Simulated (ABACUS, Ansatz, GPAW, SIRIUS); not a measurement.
Te2Mo: 4 runs at one level of theory

```
Te Mo
1.0
     6.36161    0.00000    0.00000
     0.00000    3.48040    0.00000
    -0.08574    0.00000   36.17589
Te Mo
4 2
Cartesian
  2.7077 2.6139 19.5627
  3.6184 0.8965 16.6061
  5.7867 0.8768 20.1418
  0.4673 2.5662 16.0559
  1.1287 0.9040 17.9964
  5.1593 2.6126 18.1526
```

The cell is a database's computed one, not the measured one.

The cell holds a layer with vacuum beside it, so values per volume hang on the cell's height.

Atoms were shifted at random by some hundredths of an Å from the given cell, which wasn't relaxed again for these runs.

Alike in all runs: task single point; functional PBEsol; k mesh 4 × 8 × 1; occupations fermi-dirac, width 0.05 eV; no spin polarisation; no spin-orbit coupling. A missing gap at this level doesn't show that the real crystal is a metal.

```
                                        program and potentials  plane-wave cutoff (eV)                                       notes  band gap (eV)  largest force (eV/Å)
   ABACUS, PseudoDojo NC SR 0.4.1 PBEsol standard, plane waves                    1129  15.33 valence electrons an atom on average         no gap                 0.637
SIRIUS, PseudoDojo 0.4.1 PBEsol standard (scalar relativistic)                    1102  15.33 valence electrons an atom on average         no gap                 0.637
             GPAW, PAW data sets generated for this functional                     600   8.67 valence electrons an atom on average         no gap                 0.687
                Ansatz, all-electron LAPW, scalar-relativistic                       -                                           -         no gap                 0.638
```

Force on atom 6 (Mo), eV/Å:

```
                                        program and potentials      x      y      z
   ABACUS, PseudoDojo NC SR 0.4.1 PBEsol standard, plane waves  0.237  0.065  0.587
SIRIUS, PseudoDojo 0.4.1 PBEsol standard (scalar relativistic)  0.237  0.065  0.588
             GPAW, PAW data sets generated for this functional  0.211  0.059  0.589
                Ansatz, all-electron LAPW, scalar-relativistic  0.237  0.062  0.589
```

None finds a gap.

The functional is the same throughout but for its coding, so the spread measures potentials, basis and numerics; runs on potential files found faulty are left out.
